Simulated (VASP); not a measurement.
A run of VASP 6.6.1 is set up as follows.

The input INCAR:

```
SYSTEM = NiO
  ALGO = Normal
  EDIFF = 1E-6
  ENCUT = 520
  GGA = PE
  ISIF = 2
  ISMEAR = 0
  ISPIN = 2
  LASPH = .TRUE.
  LCHARG = .FALSE.
  LMAXMIX = 4
  LORBIT = 11
  LREAL = .FALSE.
  LWAVE = .FALSE.
  MAGMOM = 1 0
  NBANDS = 19
  NELM = 150
  PREC = Accurate
  SIGMA = 0.020999999999999998
```

Contents of KPOINTS:

```
k-points
0
G
  11 11 11
  0 0 0
```

Contents of POSCAR:

```
NiO
1.0
    0.0000000000      2.0859016414      2.0859016414
    2.0859016414      0.0000000000      2.0859016414
    2.0859016414      2.0859016414      0.0000000000
Ni O
1 1
Direct
    0.0000000000      0.0000000000      0.0000000000
    0.5000000000      0.5000000000      0.5000000000
```

Potentials or basis: VASP PAW PBE potentials, release 64 (Ni, O).

Run with:

```bash
$ cat potpaw_PBE.64/Ni/POTCAR potpaw_PBE.64/O/POTCAR > POTCAR
$ mpirun -np 1 vasp_std > vasp.out
```

Problem. Predict the site moments.

Solution. Ni +1.46; O +0.27 μB.

Problem. Predict the pressure.

Solution. 6.1 GPa.

Problem. Estimate the net moment.

Solution. 1.77 μB per cell.

Problem. Predict the band gap on the k mesh.

Solution. None (metal or under the smearing width).

Caveat: a cell with one magnetic atom can't hold antiferromagnetic order, which such compounds often take; semilocal functionals often make such compounds metallic where correlation or magnetic order opens a gap, which also shifts bond lengths.

The gap isn't set beside the measured one, since this odd mesh misses points on the zone boundary.
